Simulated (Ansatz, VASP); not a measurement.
**One calculation of Ru, two programs**

```
Ru
1.0
     2.65056    0.00000    0.00000
    -1.32528    2.29546    0.00000
     0.00000    0.00000    4.19449
Ru
2
Direct
  0.33333 0.66667 0.25000
  0.66667 0.33333 0.75000
```

Change from the starting cell: volume scaled by 0.94.

Alike in both runs: task single point; functional PBE; k mesh 14 × 14 × 8; occupations fermi-dirac, width 0.03 eV; no spin polarisation.

```csv
,VASP,Ansatz
version,VASP 6.6.1,Ansatz 0.2.0
potentials or method,"VASP PAW PBE potentials, release 64 (Ru_pv), cutoff 520 eV","all-electron LAPW, scalar-relativistic"
```

VASP gave:

- pressure (GPa): 28.5
- largest component of the traceless stress (GPa): 0.31

Estimate Ansatz's values.

pressure (GPa): 28.4; largest component of the traceless stress (GPa): 0.36.

Ansatz ran all-electron here, so the differences hold the error of VASP's frozen core and of both bases.

Caveats: so large a pressure means that the cell lies far from this level's equilibrium, or that cutoff or potentials fall short (VASP).
